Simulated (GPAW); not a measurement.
Runs of GPAW 26.7.0 on Sn. It takes space group Fd-3m (No. 227, cubic). The conventional cell has a = 6.467 Å, b = 6.467 Å, c = 6.467 Å, α = 90.00°, β = 90.00°, γ = 90.00°. Around Sn (site symmetry -43m) lie 4 Sn at 2.80 Å. This isn't the form of Sn at room conditions, which is tetragonal (white tin).

| task | level | potentials or basis | spin | band path | band points | spin axis theta (degrees) | spin axis phi (degrees) | eigensolver | pressure (GPa) | V0 of scaled cells (Å³/atom) | B0 (GPa) |
| --- | --- | --- | --- | --- | --- | --- | --- | --- | --- | --- | --- |
| equation of state | PBEsol+D4 | PAW data sets generated in the run's folder for this functional, pw | off | - | - | - | - | - | - | 34.14 | 45 |
| band structure | TASK | GPAW PAW data sets (gpaw-data 1.2.1), pw | SOC, no magnetisation | GXWKGLUWLK,UX | 80 | 90 | 45 | - | (b) | - | - |
| equation of state | AM05 | PAW data sets generated in the run's folder for this functional, pw | off | - | - | - | - | - | - | (a) | (c) |
| band structure | revTPSS | GPAW PAW data sets (gpaw-data 1.2.1), pw | SOC, no magnetisation | GXWKGLUWLK,UX | 60 | 54.7 | 45 | davidson | 1.8 | - | - |
| equation of state | PBEsol | PAW data sets generated in the run's folder for this functional, pw | off | - | - | - | - | - | - | 34.82 | 42 |
| band structure | BLYP | PAW data sets generated in the run's folder for this functional, pw | SOC, no magnetisation | GXWKGLUWLK,UX | 80 | 54.7 | 45 | davidson | 6.2 | - | - |
| band structure | BP86 | PAW data sets generated in the run's folder for this functional, pw | SOC, no magnetisation | GXWKGLUWLK,UX | 80 | 90 | 0 | - | 3.7 | - | - |

Alike in all rows: cell as given; k mesh 6 × 6 × 6; cutoff (eV) 600; smearing fermi-dirac 0.05 eV.

Question: Estimate the missing entries.

Answer: (a) 35.11; (b) 5.1; (c) 40.

Caveats: spin-orbit coupling was added after a scalar SCF, so levels and gaps hold it while energy, forces, pressure and moments don't (some runs); the PAW data sets were made with another functional, which shifts forces and pressure a little (some runs).

Runs at the PBE level aren't shown here.
